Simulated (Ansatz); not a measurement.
Input of an Ansatz 0.2.0 run:

File input.yaml:

```yaml
crystal:
  lattice:
    - [-1.472872, 1.71213, 4.212083]
    - [1.472872, -1.71213, 4.212083]
    - [1.472872, 1.71213, -4.212083]
  atoms:
    - { symbol: Ti, position: [0.0, 0.0, 0.0] }
    - { symbol: Si, position: [0.670078, 0.670078, 0.0] }
    - { symbol: Si, position: [0.329922, 0.329922, 0.0] }
hamiltonian:
  xc: pbesol
  pseudopotentials: { kind: paw }
kpoints:
  mp_grid: { grid: [12, 12, 12] }
scf:
  occupations: { method: fermi_dirac, width: 0.05 }
output:
  forces: true
  stress: true
  eigenvalues: true
relax:
  f_tol: 0.01
  max_steps: 40
  cell: { stress_tol: 0.05 }
```

Potentials or basis: Ansatz PAW.

Command:

```console
$ ansatz run input.yaml --threads 2 --pin off --max-ram 5632MiB --backend cpu --events-out ev --progress --plain --runs-dir out
```

Q: What does it give for the space group after relaxing (to 0.05 Å)?

A: Immm (No. 71).

Q: What does it give for the band gap on the k mesh?

A: None (metal or under the smearing width).

Q: Estimate the relaxed cell.

A: a = 4.730 Å, b = 4.730 Å, c = 4.730 Å, α = 143.93°, β = 137.91°, γ = 56.61°.

Q: Estimate the relaxed volume.

A: 13.81 Å³/atom.

The path:
```
step  energy change (eV)  largest force (eV/Å)  volume (Å³)
   1              0.0000                0.0668        42.49
   2             -0.0131                0.0162        41.29
   3             -0.0134                0.0017        41.44
   4             -0.0132                0.0018        41.44
   5             -0.0132                0.0013        41.43
   6             -0.0132                0.0013        41.43
```

Caveat: the plane-wave basis is chosen anew once the cell has moved, so the energies of steps on either side of that aren't comparable; the PAW data sets come from PBE, with cores solved anew for the run's functional, which leaves a small shift of forces and pressure.
